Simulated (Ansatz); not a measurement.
# B started midway between two neighbours in zincblende BN, 65 atoms, charge +2

All numbers come from Ansatz (PAW, plane waves, no spin–orbit coupling) at the single k point (¼, ¼, ¼) without its symmetry partners. The atoms were relaxed with PBEsol in a fixed cell; other functionals are single points on those atoms unless said otherwise. The valence top and gap of the host come from its small cell on a dense mesh, with the band extrema sought between the mesh points, lined up by the mean potential, PBEsol gap 4.30 eV, r²SCAN gap 5.01 eV. The charge correction uses an assumed dielectric constant of 7.1.

Relaxed structure:

```cif
data_structure
_symmetry_space_group_name_H-M 'P 1'
_symmetry_Int_Tables_number 1
_cell_length_a 7.2116
_cell_length_b 7.2116
_cell_length_c 7.2116
_cell_angle_alpha 90.000
_cell_angle_beta 90.000
_cell_angle_gamma 90.000
_cell_volume 375.05
loop_
_atom_site_label
_atom_site_type_symbol
_atom_site_fract_x
_atom_site_fract_y
_atom_site_fract_z
_atom_site_occupancy
B1 B 0.00038 0.00111 0.00000 1
B2 B 0.00044 0.00116 0.49961 1
B3 B 0.00039 0.50117 0.00002 1
B4 B 0.00057 0.50127 0.50009 1
B5 B 0.49999 0.00116 0.00007 1
B6 B 0.50050 0.00125 0.50013 1
B7 B 0.50048 0.50128 0.00018 1
B8 B 0.50048 0.39438 0.50014 1
B9 B 0.24904 0.25103 0.00047 1
B10 B 0.24047 0.24100 0.49724 1
B11 B 0.24910 0.75122 0.99956 1
B12 B 0.24091 0.76155 0.50205 1
B13 B 0.75171 0.25120 0.99951 1
B14 B 0.76043 0.24100 0.50247 1
B15 B 0.75168 0.75122 0.00076 1
B16 B 0.76012 0.76142 0.49753 1
B17 B 0.24768 0.00033 0.24730 1
B18 B 0.24798 0.00193 0.75256 1
B19 B 0.24766 0.50029 0.24727 1
B20 B 0.24770 0.50231 0.75283 1
B21 B 0.75293 0.00194 0.24761 1
B22 B 0.75304 0.00058 0.75266 1
B23 B 0.75321 0.50231 0.24733 1
B24 B 0.75329 0.50029 0.75290 1
B25 B 0.00085 0.25104 0.24866 1
B26 B 0.99989 0.25120 0.75133 1
B27 B 0.99993 0.75122 0.24872 1
B28 B 0.00113 0.75122 0.75130 1
B29 B 0.49763 0.24100 0.24009 1
B30 B 0.50285 0.24100 0.76006 1
B31 B 0.50243 0.76155 0.24054 1
B32 B 0.49791 0.76143 0.75976 1
B33 B 0.50026 0.60537 0.49996 1
N1 N 0.12514 0.12696 0.12476 1
N2 N 0.12235 0.12423 0.62617 1
N3 N 0.12543 0.62609 0.12504 1
N4 N 0.12652 0.62645 0.62457 1
N5 N 0.62655 0.12423 0.12198 1
N6 N 0.62749 0.12330 0.62711 1
N7 N 0.62495 0.62645 0.12614 1
N8 N 0.63469 0.64635 0.63430 1
N9 N 0.37633 0.37665 0.12601 1
N10 N 0.36651 0.35601 0.63462 1
N11 N 0.37495 0.87882 0.12188 1
N12 N 0.37404 0.87995 0.62713 1
N13 N 0.87597 0.37694 0.12505 1
N14 N 0.87516 0.37668 0.62472 1
N15 N 0.87620 0.87601 0.12488 1
N16 N 0.87904 0.87874 0.62632 1
N17 N 0.37391 0.12319 0.37353 1
N18 N 0.37501 0.12425 0.87883 1
N19 N 0.36666 0.64740 0.36626 1
N20 N 0.37643 0.62640 0.87481 1
N21 N 0.87921 0.12426 0.37462 1
N22 N 0.87624 0.12702 0.87586 1
N23 N 0.87519 0.62640 0.37605 1
N24 N 0.87599 0.62615 0.87561 1
N25 N 0.12640 0.37665 0.37594 1
N26 N 0.12542 0.37694 0.87560 1
N27 N 0.12225 0.87882 0.37457 1
N28 N 0.12525 0.87600 0.87583 1
N29 N 0.63497 0.35603 0.36616 1
N30 N 0.62511 0.37668 0.87477 1
N31 N 0.62750 0.87996 0.37367 1
N32 N 0.62670 0.87874 0.87867 1
```

Chemical potentials μ are those of reference phases of the elements at zero temperature by the same functional (the usual solids, diamond for C, grey Sn, and the molecules H2, N2, O2, F2, Cl2, Br2 and S8).

```tsv
functional	E(defect) − E(host) − Σ nμ + q·E_VBM (eV)	monopole (eV)	alignment (eV)	formation energy at E_F = VBM (eV)	moment (μB)	wall time, shared host
PBEsol	5.90	1.60	-0.06	7.44	1.0	2.4 min on 7 threads of Neoverse-V2 (relaxation)
```

(1) Estimate the formation energy and moment that r²SCAN gives on these atoms.

(2) How does the monopole term follow by hand for this cubic cell?

r²SCAN one-electron levels near the gap (the ten most localised at most), from the host's valence top, not corrected for the charge's images:

```csv
level (eV),spin,filling,atoms sharing it,element of the atom with most weight
-0.26,up,1.00,46.4,spread
-0.25,down,1.00,46.5,spread
-0.19,up,1.00,48.2,spread
-0.16,down,1.00,48.3,spread
0.87,up,1.00,9.5,B
2.35,down,0.00,7.5,B
4.48,up,0.00,5.4,B
4.49,up,0.00,5.5,B
4.67,down,0.00,5.9,B
4.67,down,0.00,5.9,B
```

All elements are taken at their own reference at once; growth conditions in equilibrium with the host shift these energies, by up to the host's formation enthalpy.

One k point and a cell of this size can leave errors of several tenths of an eV in such numbers.

Results:

(1) 7.41 eV at E_F = VBM (5.86 eV before the monopole term 1.60 eV and the alignment -0.05 eV), moment 1.0 μB.

(2) q²·α·e²/(4πε₀)/(2εL) with the Madelung constant α = 2.837 and e²/4πε₀ = 14.40 eV·Å: 4 × 2.837 × 14.40 / (2 × 7.1 × 7.212) = 1.60 eV.
